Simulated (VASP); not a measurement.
Nb: single point with PBE

Nb:

```
Nb
1.0
     0.00000    2.09112    2.09112
     2.09112    0.00000    2.09112
     2.09112    2.09112    0.00000
Nb
1
Direct
  0.00000 0.00000 0.00000
```

The cell isn't the ideal one: strained and moved within the space group.

* Program: VASP 6.6.1
* Task: single point
* Functional: PBE
* Potentials or basis: VASP PAW PBE potentials, release 64 (Nb_sv)
* Cutoff: 520 eV
* k mesh: 18 × 18 × 18
* Occupations: gaussian, width 0.1 eV
* Spin: no spin polarisation
* Dipole correction: no
* Further INCAR settings: ALGO = Normal; EDIFF = 1e-06; NBANDS = 12

| Property | Result |
| --- | --- |
| Pressure | 4.1 GPa |
| Band gap on the k mesh | none (metal or under the smearing width) |

Levels at points of the mesh, in eV from the Fermi level:
```
           k point  band 3  band 4  band 5  band 6  band 7  band 8  band 9  band 10
(0.00, 0.00, 0.00)  -30.11  -30.11   -6.30    0.08    0.08    0.08    2.77     2.77
(0.50, 0.00, 0.00)  -30.28  -30.28   -3.94   -0.12   -0.12    1.46    4.80     4.80
(0.50, 0.50, 0.00)  -30.57  -30.57   -4.20   -3.45    3.73    4.79    5.38     5.38
```

It took 26 s on 1 thread of Intel(R) Xeon(R) Platinum 8259CL CPU @ 2.50GHz (Skylake/Cascade Lake), with other jobs on the host, peak memory 0.17 GiB.
